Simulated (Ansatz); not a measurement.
MgF$_{2}$ (rutile)

```xyz
12
Lattice="9.3968 0.0000 0.0000 4.6984 4.6984 0.0000 0.0000 0.0000 3.0928" Properties=species:S:1:pos:R:3 pbc="T T T"
Mg     0.0000     0.0000     0.0000
Mg     4.6984     0.0000     0.0000
Mg    11.7459     2.3492     1.5464
Mg     7.0476     2.3492     1.5464
F      1.4263     1.4263     0.0000
F      6.1247     1.4263     0.0000
F      3.7755     0.9229     1.5464
F      8.4739     0.9229     1.5464
F     10.3196     3.7755     1.5464
F      5.6212     3.7755     1.5464
F      3.2721     3.2721     0.0000
F      7.9704     3.2721     0.0000
```

A phonon eigenvector at M = (0.5, 0.5, 0.0) is frozen into this cell: atom i moves by Q times the vector below, so Q is the largest atomic displacement, in Å. The cell is held. It is one choice among 2 degenerate patterns. (q is in reciprocal vectors of the primitive cell; the cell shown is doubled to hold the pattern.)

```
atom       x       y      z
----  ------  ------  -----
Mg1   -0.717  -0.697  0.000
Mg2    0.717   0.697  0.000
Mg3   -0.041  -0.171  0.000
Mg4    0.041   0.171  0.000
F5     0.580   0.587  0.000
F6    -0.580  -0.587  0.000
F7    -0.093   0.014  0.000
F8     0.093  -0.014  0.000
F9    -0.093   0.014  0.000
F10    0.093  -0.014  0.000
F11    0.580   0.587  0.000
F12   -0.580  -0.587  0.000
```

The numbers are results of PBE (plane waves to 420 eV, PAW, scalar-relativistic; Ansatz, a first-principles code), not measurements. k mesh 7×7×11 (Γ-centred), Fermi-Dirac smearing 0.05 eV. E stands for the smeared free energy. MgF2 was relaxed with its symmetry unable to fall. The zero of ΔE is the undisplaced structure.

The scan covers Q from -0.180 to 0.180 Å in 13 points.

Problem. Which space group does the distorted structure have?

Solution. P2/m (No. 10), lowered from P4_2/mnm.

Problem. What is the energy change at Q = 0.180 Å?

Solution. 1273 meV/cell.

Problem. What harmonic wavenumber does the curvature at Q = 0 give?

Solution. 398 cm⁻¹.

(For displaced atoms, the force is minus the slope of the energy, and its curvature is a force constant, which sets phonon frequencies.)
